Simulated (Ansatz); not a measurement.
# CdS (Greenockite): the cost of one run

Program: Ansatz 0.2.0. Level of theory: DFT r2SCAN, scalar-relativistic, plane waves, PAW. These are calculated values, not measurements.

1 further run of the same task is left out (set aside as unsound or not needed).

## Step 1: The system as given

Symmetry: P6_3mc, No. 186, hexagonal system. The conventional cell has a = 4.164 Å, b = 4.164 Å, c = 6.766 Å, α = 90.00°, β = 90.00°, γ = 120.00°. Cd (site symmetry 3m) is surrounded by 4 S at 2.54 to 2.55 Å. S (site symmetry 3m) has 4 Cd at 2.54 to 2.55 Å as nearest neighbours.

Coordinates:

```
Cd S
1.0
     4.16384    0.00000    0.00000
    -2.08192    3.60599    0.00000
     0.00000    0.00000    6.76608
Cd S
2 2
Direct
  0.33333 0.66667 0.99903
  0.66667 0.33333 0.49903
  0.33333 0.66667 0.37597
  0.66667 0.33333 0.87597
```

It is the result of an earlier relaxation at this level (volume 25.40 Å³/atom; gap on the mesh: 1.63 eV).

## Step 2: Bands, states and charges

Input file input.yaml:

```yaml
crystal:
  lattice:
    - [4.1638355949, 0.0, 0.0]
    - [-2.0819177975, 3.6059874024, 0.0]
    - [0.0, 0.0, 6.7660831627]
  atoms:
    - { symbol: Cd, position: [0.3333333333, 0.6666666667, -0.0009655226] }
    - { symbol: Cd, position: [0.6666666667, 0.3333333333, 0.4990344774] }
    - { symbol: S, position: [0.3333333333, 0.6666666667, 0.3759655226] }
    - { symbol: S, position: [0.6666666667, 0.3333333333, 0.8759655226] }
basis:
  ecutwfc: 500
kpoints:
  mp_grid: { grid: [9, 9, 4] }
  band_path:
    path:
      - [[0.0, 0.0, 0.0], [0.5, 0.0, 0.0], [0.33333333, 0.33333333, 0.0], [0.0, 0.0, 0.0], [0.0, 0.0, 0.5], [0.5, 0.0, 0.5], [0.33333333, 0.33333333, 0.5], [0.0, 0.0, 0.5]]
      - [[0.5, 0.0, 0.5], [0.5, 0.0, 0.0]]
      - [[0.33333333, 0.33333333, 0.5], [0.33333333, 0.33333333, 0.0]]
    npoints: 14
hamiltonian:
  xc: r2scan
scf:
  occupations: { method: gaussian, width: 0.02 }
  n_extra_bands: 10
output:
  forces: true
  stress: true
  eigenvalues: true
  populations: true
  dos: { projected: true, de: 0.02, nscf_kmesh: { grid: [14, 14, 6] } }
  bader: true
  write_density: true
  write_potential: true
  elf: true
  volumetric_format: npy
```

Launch:

```sh
$ ansatz run input.yaml --threads 4 --pin off --max-ram 10240MiB --backend cpu --events-out ev --progress --plain --runs-dir out
```

**Question.** How long does this run take on 4 threads of Arm Neoverse V2, shared host, and how much memory does it need?

About 30 s, with a peak of 0.76 GiB.
